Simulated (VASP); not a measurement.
C:

```xyz
2
Lattice="0.0000 1.7834 1.7834 1.7834 0.0000 1.7834 1.7834 1.7834 0.0000" Properties=species:S:1:pos:R:3 pbc="T T T"
C     2.6751    2.6751    2.6751
C     1.7834    1.7834    1.7834
```

This isn't the form of C at room conditions, which is graphite.

Base run:

```yaml
Program: VASP 6.6.1
Functional: PBE
Potentials_or_basis: VASP PAW PBE potentials, release 64 (C)
Cutoff: 520 eV
k_mesh: 13 × 13 × 13
Occupations: gaussian, width 0.012 eV
Spin: no spin polarisation
```

Its results: band gap on the k mesh 4.14 eV, indirect (least direct gap 5.59 eV); pressure 2.5 GPa.

Question: After a change of settings the same cell gave: band gap on the k mesh 4.78 eV, indirect (least direct gap 6.65 eV); pressure -5.0 GPa. Which change was it?
A. functional from PBE to MS2; occupations from gaussian, width 0.012 eV to fermi-dirac, width 0.05 eV
B. occupations from gaussian, width 0.012 eV to gaussian, width 0.017 eV; further incar settings from ALGO = Normal; EDIFF = 1e-06; NBANDS = 11 to ALGO = Normal; EDIFF = 1e-07
C. occupations from gaussian, width 0.012 eV to gaussian, width 0.023 eV

Answer: A.

Caveats: an odd mesh through Γ misses points on the zone boundary, where band edges often lie (some runs); the PAW data sets were made with another functional, which shifts forces and pressure a little (some runs).
